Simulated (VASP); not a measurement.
**SiC in VASP: one cell, several levels of theory, part 1 of 2**

Aim: gap, levels, forces and stress of zincblende SiC, under +4.0 % equal strain in all directions at fixed geometry. Runs: PBE, r2SCAN.

Program: VASP 6.6.1. PAW datasets, plane waves. The values are computed, spin-unpolarised, and not measurements.

## (1) The cell

The cell comes from an earlier relaxation with r2SCAN in another program.

The symmetry is F-43m (No. 216, cubic); a = 4.530 Å in the conventional setting, 11.62 Å³ an atom. Near Si stand 4 C at 1.96 Å; near C stand 4 Si at 1.96 Å.

As a file:

```cif
data_structure
_symmetry_space_group_name_H-M 'F-43m'
_symmetry_Int_Tables_number 216
_cell_length_a 4.5303
_cell_length_b 4.5303
_cell_length_c 4.5303
_cell_angle_alpha 90.000
_cell_angle_beta 90.000
_cell_angle_gamma 90.000
_cell_volume 92.98
loop_
_atom_site_label
_atom_site_type_symbol
_atom_site_symmetry_multiplicity
_atom_site_Wyckoff_symbol
_atom_site_fract_x
_atom_site_fract_y
_atom_site_fract_z
_atom_site_occupancy
Si1 Si 4 a 0.00000 0.00000 0.00000 1
C1 C 4 d 0.25000 0.25000 0.75000 1
```

## (2) Single point with PBE

Contents of INCAR:

```
ENCUT = 520.000000
SIGMA = 0.020000
EDIFF = 1.00e-07
GGA = PE
PREC = Accurate
IBRION = -1
ISIF = 2
ISMEAR = -1
NBANDS = 11
NELM = 120
NSW = 0
LASPH = .TRUE.
LCHARG = .FALSE.
LWAVE = .FALSE.
LREAL = .FALSE.
```

Contents of KPOINTS:

```
KPOINTS created by Atomic Simulation Environment
0
Gamma
10 10 10
0 0 0
```

Contents of KPOINTS_OPT:

```
special points
7
Reciprocal
0.0000000000 0.0000000000 0.0000000000 1
-0.5000000000 -0.5000000000 0.0000000000 1
-0.3750000000 -0.3750000000 0.2500000000 1
-0.3750000000 0.0000000000 0.3750000000 1
0.0000000000 0.0000000000 0.5000000000 1
-0.5000000000 -0.2500000000 0.2500000000 1
0.0000000000 0.5000000000 0.5000000000 1
```

Contents of POSCAR:

```
Si C
 1.0000000000000000
     0.0000000000000000    2.2651744451000000    2.2651744451000000
     2.2651744451000000    0.0000000000000000    2.2651744451000000
     2.2651744451000000    2.2651744451000000    0.0000000000000000
 Si  C
   1   1
Cartesian
  0.0000000000000000  0.0000000000000000  0.0000000000000000
  1.1325872225500000  1.1325872225500000  1.1325872225500000
```

The run uses the recommended PBE PAW datasets (8 valence electrons a neutral cell).

On the command line:

```sh
> mpirun -np 1 vasp_std
```

Standard output, without the iteration lines:

```text
POSCAR found type information on POSCAR SiC
 POSCAR found :  2 types and       2 ions
 LDA part: xc-table for (Slater+PW92), standard interpolation
 POSCAR, INCAR and KPOINTS ok, starting setup
 FFT: planning ... GRIDC
 FFT: planning ... GRID_SOFT
 FFT: planning ... GRID
 WAVECAR not read
 entering main loop
 Start KPOINTS_OPT (optional k-point list driver)
k-point batch [1-7\7]
```

OSZICAR:

```text
N       E                     dE             d eps       ncg     rms          rms(c)
DAV:   1     0.382863131392E+01    0.38286E+01   -0.37475E+03  1098   0.598E+02
DAV:   2    -0.157996871545E+02   -0.19628E+02   -0.18759E+02  1349   0.107E+02
DAV:   3    -0.164798369720E+02   -0.68015E+00   -0.67870E+00  1294   0.163E+01
DAV:   4    -0.164830692661E+02   -0.32323E-02   -0.32320E-02  1180   0.136E+00
DAV:   5    -0.164830861149E+02   -0.16849E-04   -0.16849E-04  1259   0.919E-02    0.771E+00
DAV:   6    -0.149530299422E+02    0.15301E+01   -0.63280E+00  1157   0.107E+01    0.332E+00
DAV:   7    -0.149333804551E+02    0.19649E-01   -0.26215E-01  1247   0.304E+00    0.159E+00
DAV:   8    -0.149265923721E+02    0.67881E-02   -0.18274E-02  1178   0.900E-01    0.172E-01
DAV:   9    -0.149266709966E+02   -0.78625E-04   -0.19291E-03  1322   0.236E-01    0.108E-01
DAV:  10    -0.149268029902E+02   -0.13199E-03   -0.30217E-04  1165   0.102E-01    0.267E-02
DAV:  11    -0.149268063840E+02   -0.33938E-05   -0.58490E-05  1229   0.374E-02    0.706E-03
DAV:  12    -0.149268070147E+02   -0.63075E-06   -0.25114E-06  1187   0.956E-03    0.129E-03
DAV:  13    -0.149268070235E+02   -0.87929E-08   -0.14514E-07  1145   0.235E-03
   1 F= -.14926807E+02 E0= -.14926807E+02  d E =-.547706E-12
       N       E                     dE             ncg
DAV:   1     0.631487037406E+03   -0.21379E+04      170
DAV:   2     0.513147076957E+03   -0.11834E+03      207
DAV:   3     0.510122538739E+03   -0.30245E+01      204
DAV:   4     0.510109781386E+03   -0.12757E-01      192
DAV:   5     0.510109696686E+03   -0.84700E-04      195
DAV:   6     0.510109695935E+03   -0.75102E-06      189
DAV:   7     0.510109695928E+03   -0.69498E-08      192
```

The lines after F= are the extra pass for the points of KPOINTS_OPT, at fixed density; their E is not a total energy.

Parts of OUTCAR:

```text
k-points           NKPTS =     47   k-points in BZ     NKDIM =     47   number of bands    NBANDS=     11

   NELECT =       8.0000    total number of electrons

   dimension x,y,z NGX =    24 NGY =   24 NGZ =   24
   dimension x,y,z NGXF=    48 NGYF=   48 NGZF=   48

  energy-cutoff  :      520.00
  volume of cell :       23.25
      direct lattice vectors                 reciprocal lattice vectors
     0.000000000  2.265174445  2.265174445    -0.220733551  0.220733551  0.220733551
     2.265174445  0.000000000  2.265174445     0.220733551 -0.220733551  0.220733551
     2.265174445  2.265174445  0.000000000     0.220733551  0.220733551 -0.220733551

 k-points in reciprocal lattice and weights: KPOINTS created by Atomic Simulation Env
   0.00000000  0.00000000  0.00000000       0.001
   0.10000000  0.00000000  0.00000000       0.008
   0.20000000  0.00000000  0.00000000       0.008
   0.30000000  0.00000000  0.00000000       0.008
   0.40000000  0.00000000  0.00000000       0.008
   0.50000000  0.00000000  0.00000000       0.004
   0.10000000  0.10000000  0.00000000       0.006
   0.20000000  0.10000000  0.00000000       0.024
[... 39 more k-points ...]

 E-fermi :   7.3010

 k-point     1 :       0.0000    0.0000    0.0000
  band No.  band energies     occupation
      1      -7.6667      2.00000
      2       6.8528      2.00000
      3       6.8528      2.00000
      4       6.8528      2.00000
      5      11.7386      0.00000
      6      13.3981      0.00000
      7      13.3981      0.00000
      8      13.3981      0.00000
      9      20.7041      0.00000
     10      20.7041      0.00000
     11      21.6124      0.00000

 k-point     2 :       0.1000    0.0000    0.0000
  band No.  band energies     occupation
      1      -7.4890      2.00000
      2       5.8513      2.00000
      3       6.7227      2.00000
      4       6.7227      2.00000
      5      12.1341      0.00000
      6      13.5612      0.00000
      7      13.6249      0.00000
      8      13.6249      0.00000
      9      19.8518      0.00000
     10      19.8518      0.00000
     11      22.0067      0.00000

 k-point     3 :       0.2000    0.0000    0.0000
  band No.  band energies     occupation
      1      -6.9649      2.00000
      2       3.8373      2.00000
      3       6.4249      2.00000
      4       6.4249      2.00000
      5      12.0234      0.00000
      6      14.0016      0.00000
      7      14.0016      0.00000
      8      14.6091      0.00000
      9      19.2191      0.00000
     10      19.2191      0.00000
     11      21.3379      0.00000

 k-point     4 :       0.3000    0.0000    0.0000
  band No.  band energies     occupation
      1      -6.1322      2.00000
      2       1.6941      2.00000
      3       6.1186      2.00000
      4       6.1186      2.00000
      5      11.6370      0.00000
      6      14.0011      0.00000
      7      14.0011      0.00000
      8      15.6934      0.00000
      9      19.8607      0.00000
     10      19.8607      0.00000
     11      20.9343      0.00000

 k-point     5 :       0.4000    0.0000    0.0000
  band No.  band energies     occupation
      1      -5.1235      2.00000
      2      -0.1675      2.00000
      3       5.9064      2.00000
      4       5.9064      2.00000
      5      11.3617      0.00000
      6      13.7458      0.00000
      7      13.7458      0.00000
      8      16.1800      0.00000
      9      21.3326      0.00000
     10      21.5288      0.00000
     11      21.5288      0.00000

 k-point     6 :       0.5000    0.0000    0.0000
  band No.  band energies     occupation
      1      -4.5128      2.00000
      2      -1.0716      2.00000
      3       5.8320      2.00000
      4       5.8320      2.00000
      5      11.2668      0.00000
      6      13.6188      0.00000
      7      13.6188      0.00000
      8      16.2633      0.00000
      9      21.7434      0.00000
     10      22.9111      0.00000
     11      22.9111      0.00000

 k-point     7 :       0.1000    0.1000    0.0000
  band No.  band energies     occupation
      1      -7.4296      2.00000
      2       6.0465      2.00000
      3       6.4114      2.00000
      4       6.4114      2.00000
      5      12.4203      0.00000
      6      12.8019      0.00000
      7      14.0488      0.00000
      8      14.0488      0.00000
      9      18.5361      0.00000
     10      20.9745      0.00000
     11      22.5886      0.00000

 k-point     8 :       0.2000    0.1000    0.0000
  band No.  band energies     occupation
      1      -7.0204      2.00000
      2       4.4879      2.00000
      3       6.0077      2.00000
      4       6.2295      2.00000
      5      12.3013      0.00000
      6      13.0911      0.00000
      7      14.6420      0.00000
      8      14.6807      0.00000
      9      17.7401      0.00000
     10      20.6928      0.00000
     11      22.7627      0.00000

 k-point     9 :       0.3000    0.1000    0.0000
  band No.  band energies     occupation
      1      -6.2872      2.00000
      2       2.4425      2.00000
      3       5.6845      2.00000
      4       5.8619      2.00000
      5      11.9881      0.00000
      6      13.5511      0.00000
      7      14.8310      0.00000
      8      15.0914      0.00000
      9      18.3704      0.00000
     10      20.9845      0.00000
     11      22.1092      0.00000

 k-point    10 :       0.4000    0.1000    0.0000
  band No.  band energies     occupation
      1      -5.3158      2.00000
      2       0.4975      2.00000
      3       5.4383      2.00000
      4       5.5307      2.00000
      5      11.7471      0.00000
      6      13.3995      0.00000
      7      14.5373      0.00000
      8      16.0244      0.00000
      9      19.5153      0.00000
     10      22.2300      0.00000
     11      22.2942      0.00000

 k-point    11 :       0.5000    0.1000    0.0000
  band No.  band energies     occupation
      1      -4.4628      2.00000
      2      -0.8228      2.00000
      3       5.1061      2.00000
      4       5.5720      2.00000
      5      11.6886      0.00000
      6      13.2333      0.00000
      7      14.1838      0.00000
      8      16.6945      0.00000
      9      20.8010      0.00000
     10      22.7634      0.00000
     11      22.9324      0.00000

 k-point    12 :      -0.4000    0.1000    0.0000
  band No.  band energies     occupation
      1      -4.6838      2.00000
      2      -0.5052      2.00000
      3       4.9443      2.00000
      4       5.7914      2.00000
      5      11.8247      0.00000
      6      13.3460      0.00000
      7      14.0220      0.00000
      8      16.6596      0.00000
      9      21.0374      0.00000
     10      21.3806      0.00000
     11      23.0817      0.00000

 k-point    13 :      -0.3000    0.1000    0.0000
  band No.  band energies     occupation
      1      -5.6567      2.00000
      2       1.1145      2.00000
      3       4.9976      2.00000
      4       6.1365      2.00000
      5      12.1107      0.00000
      6      13.7136      0.00000
      7      14.0487      0.00000
      8      15.9520      0.00000
      9      19.1193      0.00000
     10      20.8880      0.00000
     11      22.6701      0.00000

 k-point    14 :      -0.2000    0.1000    0.0000
  band No.  band energies     occupation
      1      -6.5657      2.00000
      2       3.1158      2.00000
      3       5.2954      2.00000
      4       6.5102      2.00000
      5      12.4967      0.00000
      6      13.8124      0.00000
      7      13.9922      0.00000
      8      15.0805      0.00000
      9      18.1615      0.00000
     10      20.1036      0.00000
     11      22.6295      0.00000

 k-point    15 :      -0.1000    0.1000    0.0000
  band No.  band energies     occupation
      1      -7.1954      2.00000
      2       4.9226      2.00000
      3       5.9204      2.00000
      4       6.7583      2.00000
      5      12.6230      0.00000
      6      13.2735      0.00000
      7      13.6898      0.00000
      8      14.5719      0.00000
      9      18.5524      0.00000
     10      19.7987      0.00000
     11      22.9799      0.00000

 k-point    16 :       0.2000    0.2000    0.0000
  band No.  band energies     occupation
      1      -6.7289      2.00000
      2       4.4050      2.00000
      3       5.5070      2.00000
      4       5.5070      2.00000
      5      11.3290      0.00000
      6      13.0818      0.00000
      7      15.5460      0.00000
      8      15.5460      0.00000
      9      16.9316      0.00000
     10      21.7774      0.00000
     11      24.8399      0.00000

[... the tables of k-points 17 to 47 left out ...]

  Total       -2.5587484     -2.5587484     -2.5587484      0.0000000      0.0000000      0.0000000
  in kB     -176.3612662   -176.3612662   -176.3612662      0.0000000      0.0000000      0.0000000
  external PRESSURE =    -176.3612662 kB  Pullay stress =       0.0000000 kB

 POSITION                                       TOTAL-FORCE (eV/Angst)
 -----------------------------------------------------------------------------------
      0.00000      0.00000      0.00000         0.000000     -0.000000      0.000000
      1.13259      1.13259      1.13259        -0.000000      0.000000     -0.000000
 -----------------------------------------------------------------------------------
    total drift:                                0.000000      0.000000      0.000000

  FREE ENERGIE OF THE ION-ELECTRON SYSTEM (eV)
  ---------------------------------------------------
  free  energy   TOTEN  =       -14.9268070235 eV

  energy  without entropy=      -14.9268070235  energy(sigma->0) =      -14.92680702
```

It took 6.9 s on 1 MPI rank of Intel Xeon Platinum 8488C, shared host; peak memory 0.14 GiB.

The levels at the points of KPOINTS_OPT are read from vasprun.xml.

Band energies at the special points (eV, zero at the top of v, the last band that the electrons fill by count):

| point | v−1 | v | c | c+1 |
| --- | --- | --- | --- | --- |
| Γ | 0.00 | 0.00 | 4.89 | 6.55 |
| X | -2.96 | -2.96 | 1.45 | 3.93 |
| U | -4.99 | -2.42 | 3.01 | 7.09 |
| K | -4.99 | -2.42 | 3.01 | 7.09 |
| L | -1.02 | -1.02 | 4.41 | 6.77 |
| W | -4.48 | -4.25 | 5.05 | 8.24 |

PBE gives an indirect gap of 1.45 eV, from Γ to X; the least direct gap is 4.41 eV. Pressure: -17.64 GPa; the forces vanish within 0.01 eV/Å.

(Continued in part 2 of 2.)
